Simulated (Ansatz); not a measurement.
# SnSe2: energy and stress against strain

Aim: for SnSe2, strain the cell along the Voigt pattern (1, 0, 0, 0, 0, 0).

The COD entry's cell or inner coordinates are ideal or old and differ from later refinements, so a difference from it is no clean test against experiment.

Method: DFT r2SCAN, scalar-relativistic, plane waves, PAW, unless a step's input says otherwise, in Ansatz 0.2.0.

## (1) The structure to begin with

It takes space group P-3m1 (No. 164, trigonal). The conventional cell has a = 3.841 Å, b = 3.841 Å, c = 6.523 Å, α = 90.00°, β = 90.00°, γ = 120.00°. Around Sn (site symmetry -3m) lie 6 Se at 2.72 Å. Around Se (site symmetry 3m) lie 3 Sn at 2.72 Å.

As a file:

```xyz
3
Lattice="3.8406 0.0000 0.0000 -1.9203 3.3260 0.0000 0.0000 0.0000 6.5233" Properties=species:S:1:pos:R:3 pbc="T T T"
Sn    0.0000    0.0000    0.0000
Se    0.0000    2.2174    1.5739
Se    1.9203    1.1087    4.9494
```

This cell was relaxed beforehand with the same method: volume 27.78 Å³/atom, gap on the mesh 1.02 eV.

## (2) The reference cell

The reference gives a free energy of -16996.1734 eV, pressure 0.01 GPa, largest force 0.000 eV/Å and gap on the mesh 1.04 eV. It was computed beforehand with the settings of the runs below.

## (3) Setting up energy and stress against strain

The cell is strained by ε times the Voigt pattern (1, 0, 0, 0, 0, 0) (xx, yy, zz, yz, xz, xy; engineering shear), with fractional coordinates fixed (clamped ions). The stress on the pattern is the sum of the stress components weighted by it, tension positive.

## (4) ε = -0.0600

Contents of input.yaml:

```yaml
crystal:
  lattice:
    - [3.6101335891, 0.0, 0.0]
    - [-1.8050667946, 3.3260291481, 0.0]
    - [0.0, 0.0, 6.5233023644]
  atoms:
    - { symbol: Sn, position: [0.0, 0.0, 0.0] }
    - { symbol: Se, position: [0.3333333333, 0.6666666667, 0.2412719747] }
    - { symbol: Se, position: [0.6666666667, 0.3333333333, 0.7587280253] }
basis:
  ecutwfc: 500
kpoints:
  mp_grid: { grid: [12, 12, 4] }
hamiltonian:
  xc: r2scan
scf:
  occupations: { method: gaussian, width: 0.05 }
output:
  forces: true
  stress: true
  eigenvalues: true
  write_density: true
  write_potential: true
  elf: true
  volumetric_format: npy
```

Launch:

```
> ansatz run input.yaml --threads 1 --pin off --max-ram 2560MiB --backend cpu --events-out ev --progress --plain --runs-dir out
```

The log of the run, shortened:

```text
Warning: RAYON_NUM_THREADS=1 ignored (pool sized by the plan → 1); use --threads N
[...]
Pseudopotentials: kind: paw
Pseudopotential: Sn, paw, valence charge 14, recommended cutoff 500 eV (meta_gga), Sn.paw.azcp
Pseudopotential: Se, paw, valence charge 16, recommended cutoff 500 eV (meta_gga), Se.paw.azcp
Functional definition: r2SCAN
[...]
Crystal: 3 atoms, lattice volume = 78.328 Å³
Basis set: ecut = 500 eV, 1981 PW (Γ), exchange–correlation on 108×120×192 points (64 copies of the dense FFT grid, shifted against one another)
Bands: 28, of which v1, the nominal top of the filled ones, is band 23 counted from 1 (22 counted from 0)
Symmetry: 4 space group operations
Space group: C2/m (ITA 12), of the structure as read, at distance tolerance 4.3e-5 Å
k-points: 164 of 576
[...]
SCF iter   1: F=—  HF=-16996.021089 eV  |F-HF|=—  |Δ(HF+E_count)|=         —  Δρ=6.32e-3  dr2=5.09e-2  dr2_τ=8.91e-3  ethr=1.77e-3  ⟨swp⟩=6.4  Hψ=20365  notcnv=0
[...]
SCF iter   6: F=-16996.043241 eV  HF=-16996.043241 eV  |F-HF|=1.40e-8  |Δ(HF+E_count)|=   1.67e-6  Δρ=7.27e-6  dr2=4.72e-8  dr2_τ=6.54e-10  ethr=2.17e-10  ⟨swp⟩=11.9  Hψ=32599  notcnv=0
[...]
SCF converged after 6 iterations
Free energy (F): -16996.043241 eV
[...]
E sigma→0 (E₀):  -16996.043241 eV
Fermi energy:    8.177290 eV
[...]
--- Forces (eV/Å), atoms counted from 1 ---
  atom   1  Sn    -0.00000000     0.00000000     0.00000000
  atom   2  Se     0.00000000    -0.08828095     0.41486290
  atom   3  Se    -0.00000000     0.08828095    -0.41486290
[...]
--- Stress (GPa, compression-positive) ---
        9.077946       0.000000       0.000000
        0.000000       2.656072      -0.580794
        0.000000      -0.580794       2.937815
  P = ⅓ Tr σ = 4.8906 GPa (48.906 kbar)
--- Band table (eV; the first three rows and the last of 164) ---
[...]
```

It took 52 s on 1 thread of Arm Neoverse V2, shared host; peak memory 0.74 GiB.

The maps below are laid out on this run's own conventional cell (a, b, c = 6.652, 3.610, 6.523 Å).

Density in a lattice plane of the grid's cell (edges 6.65 and 6.52 Å, at 0.000 of the third edge), which holds Sn and Se.

Ten even steps from '0' (0.01 e/Å³) to '9' (36.40 e/Å³):
```
210000000000000000000001
000000000000000000000000
000000000000000000000000
000000000000000363000000
000000000000001595100000
000000000000000232000000
000000000000000000000000
000000000000000000000000
000000000000000000000000
000000000000000000000000
000000000000000000000000
000000000000000000000000
000000000000000000000000
000000023200000000000000
000000159510000000000000
000000036300000000000000
000000000000000000000000
000000000000000000000000
210000000000000000000001
431000000000000000000013
```
Columns run along the first of these edges and rows up along the second, over one cell in 24 and 20 even steps from the bottom left corner. Atoms in the plane (fractional): Sn at (0.00, 0.00), Se at (0.33, 0.24), Se at (0.67, 0.76).

ELF in the same plane.

Ten even steps from ' ' (0.00) to '@' (0.86):
```
    ..::::....        ..::==++********++--::..  
..::::::::..          ::==**######%%%%%%++--::::
::::::::::..        ..--**%%%%##**##%%@@%%++::::
::::::....          ..++##%%##==::==##@@%%**--::
........            ..++%%%%##--..--##@@%%**::..
                    ..++%%@@%%##++**%%@@%%++..  
                    ..==%%@@@@@@@@@@@@@@%%==..  
                      ::**%%@@@@@@@@@@%%**::    
                        ..==##%%@@%%##++::      
            ..------..      ..------..          
        ::++##%%@@%%##==..                      
      ::**%%@@@@@@@@@@%%**::                    
    ..==%%@@@@@@@@@@@@@@%%==..                  
    ..++%%@@%%**++##%%@@%%++..                  
....::**%%@@##--..--##%%%%++..            ......
::::--**%%@@##==::==##%%##++..          ....::::
::::::++%%@@%%##**##%%%%**--..        ..::::::::
..::::--++%%%%%%######**==::          ..::::::::
    ..::--++********++==::..        ....::::..  
    ..::::::::::::::::......::::::::::::::::..  
```
Columns run along the first of these edges and rows up along the second, over one cell in 24 and 20 even steps from the bottom left corner. Atoms in the plane (fractional): Sn at (0.00, 0.00), Se at (0.33, 0.24), Se at (0.67, 0.76).

Both are smooth fields of the valence electrons: close to the nuclei they are not physical.

Outside the cores ELF peaks at 0.87 beside Se, off the lines to its neighbours, 1.0 Å from Se; 0.82 on the Se–Sn line, 0.9 Å from Se.

## (5) Changed: basis.precision f64, eigensolver.kind davidson

input.yaml: that of step 4 with these lines changed.

```diff
@@ -11,2 +11,3 @@
   ecutwfc: 500
+  precision: f64
 kpoints:
@@ -17,9 +18,6 @@
   occupations: { method: gaussian, width: 0.05 }
+  eigensolver: { kind: davidson }
 output:
   forces: true
+  eigenvalues: true
   stress: true
-  eigenvalues: true
-  write_density: true
-  write_potential: true
-  elf: true
-  volumetric_format: npy
```

Launch:

```
> ansatz run input.yaml --threads 1 --pin off --max-ram 2560MiB --backend cpu --events-out ev --progress --plain --runs-dir out
```

The log of the run, shortened:

```text
Warning: RAYON_NUM_THREADS=1 ignored (pool sized by the plan → 1); use --threads N
[...]
[... 4 set-up lines as earlier in the session ...]
[...]
Crystal: 3 atoms, lattice volume = 78.328 Å³
Basis set: ecut = 500 eV, 1981 PW (Γ), exchange–correlation on 108×120×192 points (64 copies of the dense FFT grid, shifted against one another)
Bands: 28, of which v1, the nominal top of the filled ones, is band 23 counted from 1 (22 counted from 0)
[... 2 set-up lines as earlier in the session ...]
k-points: 164 of 576
[...]
SCF iter   1: F=—  HF=-16996.019161 eV  |F-HF|=—  |Δ(HF+E_count)|=         —  Δρ=6.16e-3  dr2=4.96e-2  dr2_τ=8.96e-3  ethr=1.77e-3  ⟨swp⟩=7.6  Hψ=18095  notcnv=0
[...]
SCF iter   7: F=-16996.043241 eV  HF=-16996.043241 eV  |F-HF|=9.46e-11  |Δ(HF+E_count)|=   1.10e-7  Δρ=1.80e-6  dr2=3.82e-9  dr2_τ=8.17e-11  ethr=2.82e-10  ⟨swp⟩=4.0  Hψ=11422  notcnv=0
[...]
SCF converged after 7 iterations
Free energy (F): -16996.043241 eV
[...]
E sigma→0 (E₀):  -16996.043241 eV
Fermi energy:    8.177347 eV
[...]
--- Forces (eV/Å), atoms counted from 1 ---
  atom   1  Sn     0.00000000     0.00000000     0.00000000
  atom   2  Se     0.00000000    -0.08828604     0.41486134
  atom   3  Se    -0.00000000     0.08828604    -0.41486134
[...]
--- Stress (GPa, compression-positive) ---
        9.077688       0.000000       0.000000
        0.000000       2.655802      -0.580819
        0.000000      -0.580819       2.937849
  P = ⅓ Tr σ = 4.8904 GPa (48.904 kbar)
--- Band table (eV; the first three rows and the last of 164) ---
[... band rows left out ...]
[...]
```

Run time: 58 s. Hardware: 1 thread of Arm Neoverse V2, shared host; peak memory 0.69 GiB.

```csv
run,ending,energy change,pressure (GPa),gap (eV),force (eV/Å),cycles,time
step 4,converged,0,4.9,0.67,0.42,6,52 s
variant,converged,0.0 meV/atom,4.9,0.67,0.42,7,58 s
```

With the changed arithmetic precision and solver the energy agrees within 0.5 meV/atom.

## (6) Point ε = 0.0450

input.yaml: that of step 4 with these lines changed.

```diff
@@ -2,4 +2,4 @@
   lattice:
-    - [3.6101335891, 0.0, 0.0]
-    - [-1.8050667946, 3.3260291481, 0.0]
+    - [4.0133931921, 0.0, 0.0]
+    - [-2.0066965961, 3.3260291481, 0.0]
     - [0.0, 0.0, 6.5233023644]
@@ -21,5 +21 @@
   eigenvalues: true
-  write_density: true
-  write_potential: true
-  elf: true
-  volumetric_format: npy
```

Launch:

```
> ansatz run input.yaml --threads 1 --pin off --max-ram 2560MiB --backend cpu --events-out ev --progress --plain --runs-dir out
```

The log of the run, shortened:

```text
Warning: RAYON_NUM_THREADS=1 ignored (pool sized by the plan → 1); use --threads N
[...]
[... 4 set-up lines as earlier in the session ...]
[...]
Crystal: 3 atoms, lattice volume = 87.077 Å³
Basis set: ecut = 500 eV, 2201 PW (Γ), exchange–correlation on 120×120×192 points (64 copies of the dense FFT grid, shifted against one another)
Bands: 28, of which v1, the nominal top of the filled ones, is band 23 counted from 1 (22 counted from 0)
[... 1 set-up line as earlier in the session ...]
Space group: C2/m (ITA 12), of the structure as read, at distance tolerance 4.4e-5 Å
k-points: 164 of 576
[...]
SCF iter   1: F=—  HF=-16996.112599 eV  |F-HF|=—  |Δ(HF+E_count)|=         —  Δρ=6.34e-3  dr2=6.48e-2  dr2_τ=5.67e-3  ethr=1.77e-3  ⟨swp⟩=6.5  Hψ=20469  notcnv=0
[...]
SCF iter   7: F=-16996.119011 eV  HF=-16996.119011 eV  |F-HF|=9.53e-9  |Δ(HF+E_count)|=   2.03e-8  Δρ=2.76e-6  dr2=1.08e-8  dr2_τ=3.07e-10  ethr=2.17e-10  ⟨swp⟩=5.4  Hψ=15781  notcnv=0
[...]
SCF converged after 7 iterations
Free energy (F): -16996.119011 eV
[...]
E sigma→0 (E₀):  -16996.119011 eV
Fermi energy:    6.539112 eV
[...]
--- Forces (eV/Å), atoms counted from 1 ---
  atom   1  Sn     0.00000000     0.00000000     0.00000000
  atom   2  Se     0.00000000    -0.01115233    -0.23753061
  atom   3  Se    -0.00000000     0.01115233     0.23753061
[...]
--- Stress (GPa, compression-positive) ---
       -4.368873      -0.000000       0.000000
       -0.000000      -1.663323      -0.079400
        0.000000      -0.079400      -1.559171
  P = ⅓ Tr σ = -2.5305 GPa (-25.305 kbar)
--- Band table (eV; the first three rows and the last of 164) ---
[... band rows left out ...]
[...]
```

Run time: 57 s. Hardware: 1 thread of Arm Neoverse V2, shared host; peak memory 0.8 GiB.

## (7) At ε = -0.0300

input.yaml: that of step 6 with these lines changed.

```diff
@@ -2,4 +2,4 @@
   lattice:
-    - [4.0133931921, 0.0, 0.0]
-    - [-2.0066965961, 3.3260291481, 0.0]
+    - [3.7253506185, 0.0, 0.0]
+    - [-1.8626753093, 3.3260291481, 0.0]
     - [0.0, 0.0, 6.5233023644]
```

Launch:

```
> ansatz run input.yaml --threads 1 --pin off --max-ram 2560MiB --backend cpu --events-out ev --progress --plain --runs-dir out
```

The log of the run, shortened:

```text
Warning: RAYON_NUM_THREADS=1 ignored (pool sized by the plan → 1); use --threads N
[...]
[... 4 set-up lines as earlier in the session ...]
[...]
Crystal: 3 atoms, lattice volume = 80.828 Å³
Basis set: ecut = 500 eV, 2017 PW (Γ), exchange–correlation on 120×120×192 points (64 copies of the dense FFT grid, shifted against one another)
Bands: 28, of which v1, the nominal top of the filled ones, is band 23 counted from 1 (22 counted from 0)
[... 2 set-up lines as earlier in the session ...]
k-points: 164 of 576
[...]
SCF iter   1: F=—  HF=-16996.126485 eV  |F-HF|=—  |Δ(HF+E_count)|=         —  Δρ=6.29e-3  dr2=5.48e-2  dr2_τ=7.66e-3  ethr=1.77e-3  ⟨swp⟩=6.5  Hψ=20424  notcnv=0
[...]
SCF iter   6: F=-16996.143586 eV  HF=-16996.143586 eV  |F-HF|=8.64e-9  |Δ(HF+E_count)|=   1.60e-6  Δρ=7.31e-6  dr2=5.32e-8  dr2_τ=6.98e-10  ethr=2.17e-10  ⟨swp⟩=4.0  Hψ=18808  notcnv=0
[...]
SCF converged after 6 iterations
Free energy (F): -16996.143586 eV
[...]
E sigma→0 (E₀):  -16996.143586 eV
Fermi energy:    7.662051 eV
[...]
--- Forces (eV/Å), atoms counted from 1 ---
  atom   1  Sn     0.00000000     0.00000000     0.00000000
  atom   2  Se     0.00000000    -0.02690993     0.19120649
  atom   3  Se    -0.00000000     0.02690993    -0.19120649
[...]
--- Stress (GPa, compression-positive) ---
        3.988895       0.000000       0.000000
        0.000000       1.260266      -0.170109
        0.000000      -0.170108       1.336650
  P = ⅓ Tr σ = 2.1953 GPa (21.953 kbar)
--- Band table (eV; the first three rows and the last of 164) ---
[... band rows left out ...]
[...]
```

Wall time 42 s (1 thread of Arm Neoverse V2, shared host); peak memory 0.78 GiB.

## (8) Variant: symmetry.detect false, mp_grid.grid [8, 8, 3], xc pbesol, ecutwfc left out

input.yaml: that of step 7 with these lines changed.

```diff
@@ -9,8 +9,7 @@
     - { symbol: Se, position: [0.6666666667, 0.3333333333, 0.7587280253] }
-basis:
-  ecutwfc: 500
+  symmetry: { detect: false }
 kpoints:
-  mp_grid: { grid: [12, 12, 4] }
+  mp_grid: { grid: [8, 8, 3] }
 hamiltonian:
-  xc: r2scan
+  xc: pbesol
 scf:
@@ -19,3 +18,3 @@
   forces: true
+  eigenvalues: true
   stress: true
-  eigenvalues: true
```

Launch:

```
> ansatz run input.yaml --threads 1 --pin off --max-ram 2560MiB --backend cpu --events-out ev --progress --plain --runs-dir out
```

The log of the run, shortened:

```text
Warning: RAYON_NUM_THREADS=1 ignored (pool sized by the plan → 1); use --threads N
[...]
[... 1 set-up line as earlier in the session ...]
Pseudopotential: Sn, paw, valence charge 14, recommended cutoff 420 eV (normal), Sn.paw.azcp
Pseudopotential: Se, paw, valence charge 16, recommended cutoff 420 eV (normal), Se.paw.azcp
Functional definition: PBEsol
[...]
Crystal: 3 atoms, lattice volume = 80.828 Å³
Basis set: ecut = 420 eV, 1593 PW (Γ), exchange–correlation on 50×54×90 points (8 copies of the dense FFT grid, shifted against one another)
Bands: 28, of which v1, the nominal top of the filled ones, is band 23 counted from 1 (22 counted from 0)
Symmetry: 1 space group operations
k-points: 98 of 192 (time reversal used)
[...]
SCF iter   1: F=—  HF=-16799.191590 eV  |F-HF|=—  |Δ(HF+E_count)|=         —  Δρ=2.23e-3  dr2=3.80e-3  ethr=1.77e-3  ⟨swp⟩=6.4  Hψ=12152  notcnv=0
[...]
SCF iter   7: F=-16799.188566 eV  HF=-16799.188566 eV  |F-HF|=2.33e-8  |Δ(HF+E_count)|=   2.04e-7  Δρ=2.83e-6  dr2=1.00e-8  ethr=2.17e-10  ⟨swp⟩=5.0  Hψ=9937  notcnv=0
[...]
SCF converged after 7 iterations
Free energy (F): -16799.188566 eV
[...]
E sigma→0 (E₀):  -16799.188566 eV
Fermi energy:    7.662227 eV
[...]
--- Forces (eV/Å), atoms counted from 1 ---
  atom   1  Sn     0.00000006    -0.00000120    -0.00001342
  atom   2  Se    -0.00000001    -0.03515077     0.24175725
  atom   3  Se     0.00000000     0.03515125    -0.24173285
[...]
--- Stress (GPa, compression-positive) ---
        2.664635       0.000000      -0.000000
        0.000000       0.196943      -0.211541
       -0.000000      -0.211541       1.113440
  P = ⅓ Tr σ = 1.3250 GPa (13.250 kbar)
--- Band table (eV; the first three rows and the last of 98) ---
  k-point 0: bands = ["-39.4846", "-39.4845", "-39.4835", "-39.4834", "-39.4595", "-39.4591", "-39.4570", "-39.4566", "-39.4482", "-39.4479", "-13.8185", "-13.8081", "-13.7690", "-13.7591", "-13.7536", "-6.5576", "-4.9704", "1.2463", "6.6943", "6.8823", "6.9520", "7.0665", "7.2448", [...]
[...]
```

Wall time 18 s (1 thread of Arm Neoverse V2, shared host); peak memory 0.42 GiB.

```csv
run,ending,energy change,pressure (GPa),gap (eV),force (eV/Å),cycles,time
step 7,converged,-,2.2,0.88,0.19,6,42 s
variant,converged,not comparable,1.3,0.52,0.24,7,18 s
```

Total energies don't compare across a change of functional; the pressure goes from 2.2 to 1.3 GPa, the gap on the mesh goes from 0.88 to 0.52 eV and the largest force goes from 0.19 to 0.24 eV/Å. The k-point mesh and cutoff changed too. Cost: 7 SCF cycles against 6, 18 s against 42 s.

## (9) All points together

The scan, with free energies counted from the undisturbed cell:

```csv
ε,ΔE (meV/atom),stress on the pattern (GPa),pressure (GPa),gap on the mesh (eV)
-0.0600,43.4,-9.08,4.9,0.67
-0.0300,9.9,-3.99,2.2,0.88
0.0000,0.0,0.00,0.0,1.04
0.0450,18.1,4.37,-2.5,0.80
```

## (10) Results

| quantity | value |
| --- | --- |
| slope of the stress at ε = 0, from the points at -0.0300, 0 and 0.0450 | 119 GPa |
| step 5, run with basis.precision f64, eigensolver.kind davidson (against step 4) | 0.0 meV/atom |
| step 8, run with symmetry.detect false, mp_grid.grid [8, 8, 3], xc pbesol, ecutwfc left out (against step 7) | converged; the pressure goes from 2.2 to 1.3 GPa; the gap on the mesh goes from 0.88 to 0.52 eV |

What this shows: From the stress slope, C11 is about 119 GPa with the ions clamped; letting the atoms relax could not make it stiffer. The step is wide, so higher orders mix in. No sampled point lies below the undisturbed cell. The gap on the mesh stays between 0.67 and 1.04 eV. Layers here are held mostly by dispersion, which this level lacks, so their spacing and the stiffness across them are unreliable there.
